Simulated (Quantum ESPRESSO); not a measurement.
Crystal: TePb.

```
CELL_PARAMETERS angstrom
0.00000 3.23100 3.23100
3.23100 0.00000 3.23100
3.23100 3.23100 0.00000
ATOMIC_POSITIONS crystal
Pb 0.00000 0.00000 0.00000
Te 0.50000 0.50000 0.50000
```

Base run:

```yaml
Program: Quantum ESPRESSO 7.5
Functional: AM05
Potentials_or_basis: PseudoDojo 0.4.1 SR PBE standard
Cutoff: 1088 eV
Density_cutoff: 4354 eV
k_mesh: 4 × 4 × 4, shifted
Occupations: fermi-dirac, width 0.05 eV
Spin: no spin polarisation
```

Its results: pressure 0.1 GPa; electronic dielectric tensor (diagonal) 27.18.

Q: After a change of settings the same cell gave: pressure -0.3 GPa; electronic dielectric tensor (diagonal) 27.87. Which change was it?
A. functional from AM05 to PBEsol; potentials or basis from PseudoDojo 0.4.1 SR PBE standard to PseudoDojo 0.4.1 SR PBEsol standard
B. functional from AM05 to LDA; potentials or basis from PseudoDojo 0.4.1 SR PBE standard to PseudoDojo 0.4.1 SR LDA standard
C. functional from AM05 to BLYP

A: A.

Caveats: the potentials were made for another functional, which shifts forces and pressure (some runs).

Runs at the PBE level aren't shown here.
